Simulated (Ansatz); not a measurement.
## Br on Co(0001): change of the work function: cost of one run

Ansatz 0.2.0; plane-wave DFT, PBE, Ansatz PAW. The cell holds 37 atoms.

Input file input.yaml:

```yaml
crystal:
  lattice:
    - [7.53, 0.0, 0.0]
    - [3.765, 6.5211712905, 0.0]
    - [0.0, 0.0, 26.1049282527]
  atoms:
    - { symbol: Co, position: [0.2222222222, 0.2222222222, 0.3447624875], spin: 1.82 }
    - { symbol: Co, position: [0.0, 0.0, 0.4227404839], spin: 1.76 }
    - { symbol: Co, position: [0.2222222222, 0.2222222222, 0.5010937763], spin: 1.74 }
[... 28 atom lines left out ...]
    - { symbol: Co, position: [0.6666666667, 0.3333333333, 0.5756170211], spin: 1.79 }
    - { symbol: Co, position: [0.8888888889, 0.8888888889, 0.3447624875], spin: 1.82 }
    - { symbol: Co, position: [0.6666666667, 0.6666666667, 0.4227404839], spin: 1.76 }
    - { symbol: Co, position: [0.8888888889, 0.8888888889, 0.5010937763], spin: 1.74 }
    - { symbol: Co, position: [0.6666666667, 0.6666666667, 0.5756170211], spin: 1.79 }
    - { symbol: Br, position: [0.1111111111, 0.1111111111, 0.6552375125] }
magnetization:
  spin_polarized: true
kpoints:
  mp_grid: { grid: [4, 4, 1] }
hamiltonian:
  xc: pbe
scf:
  occupations: { method: fermi_dirac, width: 0.1 }
  convergence: { dr2_threshold: 1.0e-08 }
efield:
  axis: 3
  dipole_correction: true
  ramp_position: 0.97
  ramp_width: 0.06
relax:
  f_tol: 0.02
  max_steps: 60
  constraints:
    - { sites: [0, 1, 4, 5, 8, 9, 12, 13, 16, 17, 20, 21, 24, 25, 28, 29, 32, 33] }
output:
  write_potential: true
  write_density: true
  volumetric_format: npy
```

Launch:

```bash
ansatz run input.yaml --threads 4 --pin off --max-ram 16384MiB --backend cpu --events-out ev --progress --plain --runs-dir out
```

The cutoff in use is 420 eV. For reference, a run of the same kind (4 atoms, 19 k-points, 45 bands, 2,559 plane waves and two spins; 52 SCF cycles) took 37 s and 0.61 GiB on the same hardware.

**Question.** How long does this run take on 4 threads of Intel Xeon Platinum 8375C at 2.90GHz (Ice Lake), shared host, and how much memory does it need?

A cutoff of 420 eV is a sphere of radius 10.5 Å⁻¹, so a cell of 1282 Å³ holds about V·G³/6π² = 25,052 plane waves. Symmetry cuts the 4×4×1 mesh from 16 to 4 points. The run has 4 k-points, 410 bands, 25,155 plane waves and two spins. Taking the work of a cycle as k-points × spins × bands × plane waves, that is 19 times the reference, or 12 min at the reference's 52 cycles. The run needed 41 SCF cycles over 3 ionic steps, which makes it about 9.2 min. One copy of the wavefunctions takes 1.2 GiB at 16 bytes a coefficient, against 0.065 GiB in the reference; grids, projectors and work arrays come on top. Measured: about 12 min, with a peak of 10 GiB. The run took longer than the estimate, which leaves out the steps that grow as the square of the band count.

[Logs are printed without paths, hosts, clocks, repeated set-up lines and the standing remarks that a program may print on its own settings, such as how far it seeks lower states.]

[Hosts, paths, dates, database ids (printed as entryN), source tags and the programs' standing remarks are cut or masked in the printed files.]

[Maps of the electrostatic potential energy from Ansatz leave out the sawtooth potential of an applied field or a dipole correction, so their vacuum need not be flat; planar profiles and work functions include it.]
